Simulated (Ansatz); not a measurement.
# TiAl3: the cost of one run

Program: Ansatz 0.2.0. Level of theory: DFT PBEsol, scalar-relativistic, plane waves, PAW. These are calculated values, not measurements.

2 further runs of the same task are left out: 2 set aside as unsound or not needed.

### Step 1. The starting structure

It takes space group Cmmm (No. 65, orthorhombic). The conventional cell has a = 3.901 Å, b = 12.053 Å, c = 3.972 Å, α = 90.00°, β = 90.00°, γ = 90.00°. Ti (site symmetry m2m) is surrounded by 10 Al at 2.71 to 2.86 Å and 2 Ti at 2.99 Å. Al (site symmetry mmm) has 4 Ti at 2.71 Å and 8 Al at 2.78 to 2.88 Å as nearest neighbours. Around Al (site symmetry m2m) lie 6 Al at 2.69 to 2.88 Å and 6 Ti at 2.79 to 2.86 Å. Al (site symmetry mmm) has 4 Ti at 2.74 Å and 8 Al at 2.78 to 2.85 Å as nearest neighbours.

Structure file:

```
CELL_PARAMETERS angstrom
1.95033 -6.02628 0.00000
1.95033 6.02628 0.00000
0.00000 0.00000 3.97242
ATOMIC_POSITIONS crystal
Ti 0.65622 0.34378 0.00000
Ti 0.34378 0.65622 0.00000
Al 0.00000 0.00000 0.00000
Al 0.82710 0.17290 0.50000
Al 0.17290 0.82710 0.50000
Al 0.50000 0.50000 0.50000
```

This cell was relaxed beforehand with the same method: volume 15.56 Å³/atom, gap on the mesh none (metal).

Bulk energy on matching settings, from an earlier run: -1174.7657 eV/atom.

### Step 2. Cutting the (010) slab

Miller indices refer to the conventional cell of the relaxed bulk, Cmmm (No. 65): a = 3.901 Å, b = 12.053 Å, c = 3.972 Å, α = 90.00°, β = 90.00°, γ = 90.00°.

The slab is a (010) slab, 6.0 Å thick as cut, with 15 Å of vacuum; its outer planes are Al (top) and Al (bottom).

The slab as cut. Layers, bottom to top:

```csv
plane,atoms per cell,height over the lowest (Å)
1,Al2,0.00
2,TiAl,1.98
3,TiAl,4.04
4,Al2,6.03
```

### Step 3. Single point on the unrelaxed (010) slab

The cell repeats along c, and a dipole correction in the vacuum removes the field between the copies.

Contents of input.yaml:

```yaml
crystal:
  lattice:
    - [3.9006678809, 0.0, 0.0]
    - [0.0, 3.9724249774, 0.0]
    - [0.0, 0.0, 21.0262766716]
  atoms:
    - { symbol: Al, position: [0.5, 0.0, 0.3566965334] }
    - { symbol: Al, position: [0.0, 0.5, 0.3566965334] }
    - { symbol: Ti, position: [0.0, 0.0, 0.4462439935] }
    - { symbol: Al, position: [0.5, 0.5, 0.4558073672] }
    - { symbol: Al, position: [0.0, 0.5, 0.5441926328] }
    - { symbol: Ti, position: [0.5, 0.0, 0.5537560065] }
    - { symbol: Al, position: [0.0, 0.0, 0.6433034666] }
    - { symbol: Al, position: [0.5, 0.5, 0.6433034666] }
basis:
  ecutwfc: 420
kpoints:
  mp_grid: { grid: [9, 9, 1] }
hamiltonian:
  xc: pbesol
scf:
  occupations: { method: gaussian, width: 0.1 }
output:
  forces: true
  stress: true
  eigenvalues: true
  write_density: true
  write_potential: true
  elf: true
  volumetric_format: npy
efield:
  axis: 3
  dipole_correction: true
  ramp_width: 0.04
```

Command:

```console
$ ansatz run input.yaml --threads 1 --pin off --max-ram 2560MiB --backend cpu --events-out ev --progress --plain --runs-dir out
```

What time and memory should one allow on 1 thread of Intel Xeon at 2.50GHz (Skylake/Cascade Lake), shared host?

About 70 s, with a peak of 0.55 GiB.
